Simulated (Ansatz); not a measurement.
Base system: Ti₃SiC₂ (space group P6_3/mmc, No. 194; a = 3.073 Å, c = 17.723 Å).

Computed with PBE/PAW in Ansatz (a quantum-chemistry and plane-wave program), no spin-orbit coupling.

Before the change:

| Quantity | Result |
|---|---|
| Pressure | 0.0 GPa |

Modification: every lattice vector is shortened by 2.62 %; the atoms relax in the strained cell.

Estimate the effect on the energy relative to the base.

The energy increases by 47 meV/atom.

What does the calculation give for the largest internal atomic displacement after the change?

The largest internal atomic displacement is 0.034 Å.

What does the calculation give for the pressure after the change?

The pressure (mean of the normal stresses, compression positive) goes from zero to 17.4 GPa.

Whether these cells are dynamically stable was not tested. All final runs are without spin polarisation.
